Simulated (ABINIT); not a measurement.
Crystal: Hf.

```
Hf
1.0
    -1.80500    1.80500    1.80500
     1.80500   -1.80500    1.80500
     1.80500    1.80500   -1.80500
Hf
1
Direct
  0.00000 0.00000 0.00000
```

This isn't the form of Hf at room conditions, which is hcp.

Base run:

```yaml
Program: ABINIT 10.8.3 (patched build)
Functional: r2SCAN
Potentials_or_basis: SG15 NC PBE v1.2
Cutoff: 980 eV
k_mesh: 10 × 10 × 10
Occupations: fermi-dirac, width 0.05 eV
Spin: no spin polarisation
```

Its results: band gap on the k mesh none (metal or under the smearing width); pressure -11.5 GPa.

Question: The run is repeated on the same cell with these changes: potentials or basis from SG15 NC PBE v1.2 to Ansatz NC r2SCAN; cutoff from 980 eV to 1469 eV. What comes out?

Answer: Band gap on the k mesh none (metal or under the smearing width); pressure -5.5 GPa.

Caveats: the potentials were made for another functional, which shifts forces and pressure (some runs).
